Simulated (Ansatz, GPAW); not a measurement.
# Bi: 3 runs at one level of theory

```
Bi
1.0
    -1.98143    1.98143    1.98143
     1.98143   -1.98143    1.98143
     1.98143    1.98143   -1.98143
Bi
1
Direct
  0.00000 0.00000 0.00000
```

This isn't the form of Bi at room conditions, which is rhombohedral.

Alike in all runs: task band structure; functional PBEsol; k mesh 9 × 9 × 9; occupations fermi-dirac, width 0.05 eV; no spin polarisation; no spin-orbit coupling. Pressure is positive in compression and, in plane waves, holds the error of the finite cutoff, which Ansatz's Pulay term estimates and takes out.

| program and potentials | plane-wave cutoff (eV) | notes | pressure (GPa) |
| --- | --- | --- | --- |
| Ansatz, Ansatz PAW | 420 | potentials made for PBE, which Ansatz adapts in part; Pulay term of +0.03 GPa included | -1.97 |
| GPAW, PAW data sets generated for this functional | 600 | - | -2.08 |
| Ansatz, all-electron LAPW, scalar-relativistic | - | - | -1.95 |

The pressure spans -2.08 (GPAW, PAW data sets generated for this functional) to -1.95 GPa (Ansatz, all-electron LAPW, scalar-relativistic), with all-electron results at -1.95.

Differences between rows come from potentials, basis sets and numerical settings, since the functional is the same but for its coding. Runs on potential files found faulty are left out.
